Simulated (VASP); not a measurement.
# AlP (F-43m) in VASP: settings compared

AlP is run at these levels: PBE, LDA, r2SCAN; tasks: single point.

Program: VASP 6.6.1. These are calculated values, not measurements. Logs are shortened: lines on timing, memory, paths and dates and some standing lists are left out, and cuts for length are marked.

**Measured values to compare with.**

A printed reference work, data compilation reports, for a bulk crystal of AlP at 4.2 K: band gap 2.505 eV (indirect).

The results are compared with them further down.

### 1 The cell of the first run

Symmetry: F-43m, No. 216, cubic system. Conventional cell: a = 5.479 Å, b = 5.479 Å, c = 5.479 Å, α = 90.00°, β = 90.00°, γ = 90.00°. Within 3.1 Å of Al (site symmetry -43m) lie 4 P at 2.37 Å. P (site symmetry -43m) has 4 Al at 2.37 Å within 3.1 Å.

### 2 Single point, PBE

INCAR reads:

```
SYSTEM = AlP
PREC = Accurate
ENCUT = 500
EDIFF = 1E-6
ISMEAR = 0
SIGMA = 0.01
LREAL = .FALSE.
LASPH = .TRUE.
NELM = 120
ALGO = Normal
ISIF = 2
LWAVE = .FALSE.
LCHARG = .TRUE.
GGA = PE
LELF = .TRUE.
LVHAR = .TRUE.
NBANDS = 11
GGA_COMPAT = .FALSE.
```

KPOINTS reads:

```
regular mesh
0
G
  6 6 6
  0 0 0
```

POSCAR reads:

```
AlP
1.0
    0.0000000000      2.7392607946      2.7392607946
    2.7392607946      0.0000000000      2.7392607946
    2.7392607946      2.7392607946      0.0000000000
Al P
1 1
Direct
    0.0000000000      0.0000000000      0.0000000000
    0.2500000000      0.2500000000      0.2500000000
```

Potentials or basis: VASP PAW PBE potentials, release 64 (Al, P).

On the command line:

```bash
$ cat potpaw_PBE.64/Al/POTCAR potpaw_PBE.64/P/POTCAR > POTCAR
$ mpirun -np 1 vasp_std > vasp.out
```

OUTCAR:

```text
SYSTEM = AlP
   PREC = Accurate
   ENCUT = 500
   EDIFF = 1E-6
   ISMEAR = 0
   LREAL = .FALSE.
   LASPH = .TRUE.
   NELM = 120
   ISIF = 2
   GGA = PE

 ion  position               nearest neighbor table
   1  0.000  0.000  0.000-   2 2.37   2 2.37   2 2.37   2 2.37
   2  0.250  0.250  0.250-   1 2.37   1 2.37   1 2.37   1 2.37

  LATTYP: Found a face centered cubic cell.
 ALAT       =     5.4785215892

  Lattice vectors:

 A1 = (   0.0000000000,   2.7392607946,   2.7392607946)
 A2 = (   2.7392607946,   0.0000000000,   2.7392607946)
 A3 = (   2.7392607946,   2.7392607946,   0.0000000000)

Analysis of symmetry for initial positions (statically):
=====================================================================
 Subroutine PRICEL returns:
 Original cell was already a primitive cell.

 Routine SETGRP: Setting up the symmetry group for a
 face centered cubic supercell.

 Subroutine GETGRP returns: Found 24 space group operations
 (whereof 24 operations were pure point group operations)
 out of a pool of 48 trial point group operations.

The static configuration has the point symmetry T_d .

Analysis of symmetry for dynamics (positions and initial velocities):
=====================================================================
 Subroutine PRICEL returns:
 Original cell was already a primitive cell.

 Routine SETGRP: Setting up the symmetry group for a
 face centered cubic supercell.

 Subroutine GETGRP returns: Found 24 space group operations
 (whereof 24 operations were pure point group operations)
 out of a pool of 48 trial point group operations.

The dynamic configuration has the point symmetry T_d .

 Subroutine INISYM returns: Found 24 space group operations
 (whereof 24 operations are pure point group operations),
 and found     1 'primitive' translations

----------------------------------------------------------------------------------------

                                     Primitive cell

  volume of cell :      41.1084

  direct lattice vectors                    reciprocal lattice vectors
     0.000000000  2.739260795  2.739260795    -0.182530996  0.182530996  0.182530996
     2.739260795  0.000000000  2.739260795     0.182530996 -0.182530996  0.182530996
     2.739260795  2.739260795  0.000000000     0.182530996  0.182530996 -0.182530996

  length of vectors
     3.873899767  3.873899767  3.873899767     0.316152958  0.316152958  0.316152958

  position of ions in fractional coordinates (direct lattice)
     0.000000000  0.000000000  0.000000000
     0.250000000  0.250000000  0.250000000

  ion indices of the primitive-cell ions
   primitive index   ion index
                 1           1
                 2           2

----------------------------------------------------------------------------------------

 KPOINTS: regular mesh

Automatic generation of k-mesh.
 Grid dimensions read from file:
 generate k-points for:    6    6    6

 Generating k-lattice:

  Cartesian coordinates                     Fractional coordinates (reciprocal lattice)
    -0.030421833  0.030421833  0.030421833     0.166666667  0.000000000  0.000000000
     0.030421833 -0.030421833  0.030421833     0.000000000  0.166666667  0.000000000
     0.030421833  0.030421833 -0.030421833     0.000000000  0.000000000  0.166666667

  Length of vectors
     0.052692160  0.052692160  0.052692160

  Shift w.r.t. Gamma in fractional coordinates (k-lattice)
     0.000000000  0.000000000  0.000000000

 Subroutine IBZKPT returns following result:
 ===========================================

 Found     16 irreducible k-points:

 Following reciprocal coordinates:
            Coordinates               Weight
  0.000000  0.000000  0.000000      1.000000
  0.166667  0.000000  0.000000      8.000000
  0.333333  0.000000  0.000000      8.000000
  0.500000  0.000000  0.000000      4.000000
  0.166667  0.166667  0.000000      6.000000
  0.333333  0.166667  0.000000     24.000000
[... 8 lines left out ...]
 -0.333333  0.333333  0.166667     24.000000
 -0.333333  0.500000  0.166667     12.000000
   k-points           NKPTS =     16   k-points in BZ     NKDIM =     16   number of bands    NBANDS=     11
   number of dos      NEDOS =    301   number of ions     NIONS =      2
   total plane-waves  NPLWV =  21952
   dimension x,y,z NGX =    28 NGY =   28 NGZ =   28
   dimension x,y,z NGXF=    56 NGYF=   56 NGZF=   56
   ions per type =               1   1
   NGX,Y,Z   is equivalent  to a cutoff of  12.02, 12.02, 12.02 a.u.
   NGXF,Y,Z  is equivalent  to a cutoff of  24.03, 24.03, 24.03 a.u.
 SYSTEM =  AlP
   PREC   = accura    normal or accurate (medium, high low for compatibility)
   ISTART =      0    job   : 0-new  1-cont  2-samecut
   ICHARG =      2    charge: 1-file 2-atom 10-const
   ISPIN  =      1    spin polarized calculation?
   LNONCOLLINEAR =      F non collinear calculations
   LSORBIT =      F    spin-orbit coupling
   LASPH  =      T    aspherical Exc in radial PAW
   ENCUT  =  500.0 eV  36.75 Ry    6.06 a.u.   7.06  7.06  7.06*2*pi/ulx,y,z
   NELM   =    120;   NELMIN=  2; NELMDL= -5     # of ELM steps
   EDIFF  = 0.1E-05   stopping-criterion for ELM
   LREAL  =      F    real-space projection
   EDIFFG = 0.1E-04   stopping-criterion for IOM
   NSW    =      0    number of steps for IOM
   IBRION =     -1    ionic relax: 0-MD 1-quasi-New 2-CG
   NFREE  =      0    steps in history (QN), initial steepest desc. (CG)
   ISIF   =      2    stress and relaxation
   ISYM   =      2    0-nonsym 1-usesym 2-fastsym
   POTIM  = 0.5000    time-step for ionic-motion
   TEBEG  =    0.0;   TEEND  =   0.0 temperature during run
   PSTRESS=    0.0 pullay stress
   NELECT =       8.0000    total number of electrons
   NUPDOWN=      -1.0000    fix difference up-down
   EMIN   =  10.00;   EMAX   =-10.00  energy-range for DOS
   EFERMI =   0.00;   METHOD = LEGACY
   ISMEAR =     0;   SIGMA  =   0.01  broadening in eV -4-tet -1-fermi 0-gaus
   EFERMI_NEDOS =   21; number of points for ismear=-14 and -15
   IALGO  =     38    algorithm
   IMIX   =      4    mixing-type and parameters
     AMIX     =   0.40;   BMIX     =  1.00
     AMIX_MAG =   1.60;   BMIX_MAG =  1.00
  volume/ion in A,a.u.               =      20.55       138.71
  Fermi-wavevector in a.u.,A,eV,Ry     =   0.948698  1.792780 12.245630  0.900028
  Thomas-Fermi vector in A             =   2.076911
   LORBIT       =      0    0 simple, 1 ext, 2 COOP (PROOUT), +10 PAW based schemes
   GGA     = PE    functional components
   LHFCALC =     F    Hartree Fock is set to
   AEXX    =    0.0000 exact exchange contribution
   IVDW    =     0    specifies the selected vdW correction
   LEPSILON=     F    determine dielectric tensor
   LRPA    =     F    only Hartree local field effects (RPA)
 non-spin polarized calculation
 Gauss-broadening in eV      SIGMA  =   0.01
  energy-cutoff  :      500.00
  volume of cell :       41.11
 maximum number of plane-waves:      1056
   NGX = 15   NGY = 15   NGZ = 15

 number of electron       8.0000001 magnetization

 Free energy of the ion-electron system (eV)
  ---------------------------------------------------
  ext. energy  EPLUGINS =         0.00000000
  ---------------------------------------------------
  free energy    TOTEN  =       -10.36675151 eV

  energy without entropy =      -10.36675151  energy(sigma->0) =      -10.36675151

 E-fermi :   4.5345     XC(G=0):  -9.1675

 val. band max:        4.4921771489   @ k =   0.0000   0.0000   0.0000
 cond. band min:       6.0887680934   @ k =   0.5000   0.5000   0.0000
 fundamental gap:      1.5965909445
 Fermi energy:         4.5344926337

 k-point     1 :       0.0000    0.0000    0.0000
  band No.  band energies     occupation
      1      -6.9557      2.00000
      2       4.4922      2.00000
      3       4.4922      2.00000
      4       4.4922      2.00000
      5       7.7105      0.00000
      6       9.0367      0.00000
      7       9.0367      0.00000
      8       9.0367      0.00000
      9      13.3130      0.00000
     10      13.3130      0.00000
     11      14.7100      0.00000

 k-point     2 :       0.1667    0.0000    0.0000
  band No.  band energies     occupation
      1      -6.6561      2.00000
      2       2.6283      2.00000
      3       4.2519      2.00000
      4       4.2519      2.00000
      5       8.0695      0.00000
      6       9.4679      0.00000
      7       9.4679      0.00000
      8      10.1000      0.00000
      9      12.6776      0.00000
     10      12.6776      0.00000
     11      15.3058      0.00000

 k-point     3 :       0.3333    0.0000    0.0000
  band No.  band energies     occupation
      1      -5.8774      2.00000
      2       0.1848      2.00000
      3       3.8832      2.00000
      4       3.8832      2.00000
      5       7.5054      0.00000
      6       9.5288      0.00000
      7       9.5288      0.00000
      8      12.3724      0.00000
      9      13.5976      0.00000
     10      13.5976      0.00000
     11      14.7681      0.00000

 k-point     4 :       0.5000    0.0000    0.0000
  band No.  band energies     occupation
      1      -5.3009      2.00000
      2      -0.9920      2.00000
      3       3.7344      2.00000
      4       3.7344      2.00000
      5       7.2676      0.00000
      6       9.3062      0.00000
      7       9.3062      0.00000
      8      12.7371      0.00000
      9      15.9897      0.00000
     10      15.9897      0.00000
     11      16.2500      0.00000

 k-point     5 :       0.1667    0.1667    0.0000
  band No.  band energies     occupation
      1      -6.5550      2.00000
      2       2.7950      2.00000
      3       3.7548      2.00000
      4       3.7548      2.00000
      5       8.0734      0.00000
      6       9.1179      0.00000
      7      10.3267      0.00000
      8      10.3267      0.00000
      9      11.5927      0.00000
     10      13.8349      0.00000
     11      16.4978      0.00000
[... 99 lines left out ...]
 k-point    13 :       0.5000    0.5000    0.0000
  band No.  band energies     occupation
      1      -4.6476      2.00000
      2      -0.7831      2.00000
      3       2.4096      2.00000
      4       2.4096      2.00000
      5       6.0888      0.00000
      6       6.9605      0.00000
      7      15.4755      0.00000
      8      15.4755      0.00000
      9      16.4446      0.00000
     10      16.5396      0.00000
     11      16.5396      0.00000

 k-point    14 :       0.5000    0.3333    0.1667
  band No.  band energies     occupation
      1      -5.2614      2.00000
      2       0.0919      2.00000
      3       1.8468      2.00000
      4       2.9194      2.00000
      5       8.3436      0.00000
      6       9.3085      0.00000
      7       9.9678      0.00000
      8      12.6709      0.00000
      9      13.7960      0.00000
     10      15.9214      0.00000
     11      17.8005      0.00000

 k-point    15 :      -0.3333    0.3333    0.1667
  band No.  band energies     occupation
      1      -4.8099      2.00000
      2      -0.4672      2.00000
      3       1.3972      2.00000
      4       2.5333      2.00000
      5       8.5385      0.00000
      6       9.4416      0.00000
      7      11.3403      0.00000
      8      12.1235      0.00000
      9      13.3234      0.00000
     10      16.3688      0.00000
     11      17.3428      0.00000

 k-point    16 :      -0.3333    0.5000    0.1667
  band No.  band energies     occupation
      1      -4.6119      2.00000
      2      -0.5218      2.00000
      3       1.6172      2.00000
      4       1.8567      2.00000
      5       7.8120      0.00000
      6       8.7888      0.00000
      7      12.1077      0.00000
      8      12.4539      0.00000
      9      15.6667      0.00000
     10      16.3915      0.00000
     11      17.6928      0.00000

------------------------ aborting loop because EDIFF is reached ----------------------------------------

  FORCE on cell =-STRESS in cart. coord.  units (eV):
  Direction    XX          YY          ZZ          XY          YZ          ZX
  --------------------------------------------------------------------------------------
  -------------------------------------------------------------------------------------
  Total        0.3352942      0.3352942      0.3352942     -0.0000000     -0.0000000      0.0000000
  in kB       13.0679204     13.0679204     13.0679204     -0.0000000     -0.0000000      0.0000000
  external PRESSURE =      13.0679204 kB  Pullay stress =       0.0000000 kB

 VOLUME and BASIS-vectors are now :
 -----------------------------------------------------------------------------
  energy-cutoff  :      500.00
  volume of cell :       41.11
      direct lattice vectors                 reciprocal lattice vectors
     0.000000000  2.739260795  2.739260795    -0.182530996  0.182530996  0.182530996
     2.739260795  0.000000000  2.739260795     0.182530996 -0.182530996  0.182530996
     2.739260795  2.739260795  0.000000000     0.182530996  0.182530996 -0.182530996

 POSITION                                       TOTAL-FORCE (eV/Angst)
 -----------------------------------------------------------------------------------
      0.00000      0.00000      0.00000        -0.000000     -0.000000      0.000000
      1.36963      1.36963      1.36963         0.000000      0.000000     -0.000000
 -----------------------------------------------------------------------------------
    total drift:                               -0.000000     -0.000000     -0.000000

  FREE ENERGIE OF THE ION-ELECTRON SYSTEM (eV)
  ---------------------------------------------------
  free  energy   TOTEN  =       -10.3667515095 eV

  energy  without entropy=      -10.3667515095  energy(sigma->0) =      -10.36675151
```

Run time: 5.6 s. Hardware: 1 thread of Intel Xeon Platinum 8559C (Emerald Rapids), shared host; peak memory 0.14 GiB.

What came out:

- Free energy: -10.3668 eV
- Pressure: 1.3 GPa
- Band gap on the k mesh: 1.60 eV, indirect (least direct gap 3.22 eV)

### 3 Single point, LDA

INCAR reads:

```
SYSTEM = AlP
PREC = Accurate ; ENCUT = 500
EDIFF = 1E-6 ; ISMEAR = 0
SIGMA = 0.01 ; LREAL = .FALSE.
LASPH = .TRUE. ; NELM = 120
ALGO = Normal ; ISIF = 2
LWAVE = .FALSE. ; LCHARG = .FALSE.
GGA = CA ; NBANDS = 11
GGA_COMPAT = .FALSE.
```

KPOINTS reads:

```
Automatic mesh
0
G
  8 8 8
  0 0 0
```

POSCAR is that of step 2.

Potentials or basis: VASP PAW LDA potentials, release 64 (Al, P).

On the command line:

```bash
$ cat potpaw_LDA.64/Al/POTCAR potpaw_LDA.64/P/POTCAR > POTCAR
$ mpirun -np 1 vasp_std > vasp.out
```

It took 5.8 s on 1 thread of Intel Xeon Platinum 8559C (Emerald Rapids), shared host; peak memory 0.13 GiB.

It converged, with:

```yaml
Free_energy: -11.4060 eV
Pressure: -2.1 GPa
Band_gap_on_the_k_mesh: 1.46 eV, indirect (least direct gap 3.03 eV)
```

Levels at points of the mesh, in eV from the valence-band top:
```csv
k point,band 1,band 2,band 3,band 4,band 5,band 6,band 7,band 8
"(0.00, 0.00, 0.00)",-11.45,0.00,0.00,0.00,3.03,4.46,4.46,4.46
"(0.50, 0.00, 0.00)",-9.78,-5.54,-0.76,-0.76,2.63,4.73,4.73,8.04
"(0.50, 0.50, 0.00)",-9.12,-5.32,-2.10,-2.10,1.46,2.33,10.80,10.80
```

(Continued in part 2 of 2.)
